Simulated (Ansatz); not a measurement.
# CsCl

Level of theory: DFT, PBEsol, scalar-relativistic, no spin polarisation; plane waves to 420 eV with PAW datasets (Ansatz 0.2.0), 8×8×8 k-mesh. The datasets are Ansatz's generated set soft_2.

```
CELL_PARAMETERS angstrom
4.06835 0.00000 0.00000
0.00000 4.06835 0.00000
0.00000 0.00000 4.06835
ATOMIC_POSITIONS crystal
Cs 0.00000 0.00000 0.00000
Cl 0.50000 0.50000 0.50000
```

The start was a prototype's sites filled with these elements; the Crystallography Open Database holds the compound in this structure.

(1) What is the high-frequency dielectric tensor ε∞ (density-functional perturbation theory, local fields included)?

(2) Where do the optical modes lie for q → 0 along (0.00, 1.00, 0.00), with the long-range field?

Answers:

(1) 2.98 (isotropic)

(2) 93 (×2), 156 cm⁻¹.

An ε∞ of 2.98 means a refractive index of √ε∞ = 1.73 below the gap, far above the lattice modes.

With one infrared-active mode the Lyddane–Sachs–Teller relation ties the modes to the static constant, ε0 = 8.43, which is built from the same mode and Born charges: ω_LO = ω_TO √(ε0/ε∞) = 92.9 × √(8.43/2.98) = 156 cm⁻¹, and the run has a mode at 156 cm⁻¹.

The mean Born charge of Cs is 1.34 against a formal +1. It exceeds the formal charge because moving the ion changes its mixing with the anions' p states, and electrons flow along the bond.

Semilocal functionals make the gap too small and so ε∞ somewhat too large. Scalar-relativistic only: spin–orbit splittings of the heavy atoms' levels are missing.
